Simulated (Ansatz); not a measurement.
**TiC: single point with r2SCANh**

Crystal: TiC.

```
Ti C
1.0
     3.04209    0.00000    0.00000
    -1.52104    2.63452    0.00000
     0.00000    0.00000    2.69797
Ti C
1 1
Direct
  0.00000 0.00000 0.50000
  0.33333 0.66667 0.00000
```

The cell was built by a generator and needn't be a form met in nature.

* Program: Ansatz 0.2.0
* Task: single point
* Functional: r2SCANh
* Potentials or basis: Ansatz PAW
* Cutoff: 500 eV (not typed: the program's choice for these potentials)
* k mesh: 5 × 5 × 5
* Occupations: fermi-dirac, width 0.05 eV
* Spin: no spin polarisation

```
Pressure               : -3.1 GPa
Band gap on the k mesh : none (metal or under the smearing width)
```

Stress tensor (GPa, compression positive):
```
-0.20  0.00  0.00
 0.00 -0.20  0.00
 0.00  0.00 -8.84
```

Levels at points of the mesh, in eV from the Fermi level:
```tsv
k point	band 5	band 6	band 7	band 8	band 9	band 10	band 11	band 12
(0.00, 0.00, 0.00)	-13.51	-1.92	-1.92	-1.01	2.79	3.96	3.96	6.61
```

Wall time 12 s on 1 × NVIDIA H100 80GB HBM3 with 2 threads of AMD EPYC 7R13 Processor (Zen 3), on a shared host, peak memory 1.6 GiB.

Caveat: the k mesh is coarse (spacing up to 0.48 Å⁻¹), so the values aren't converged, least of all with exact exchange; the PAW data sets come from PBE, with cores solved anew for the run's functional, which leaves a small shift of forces and pressure; the thresholds are loose for stress.
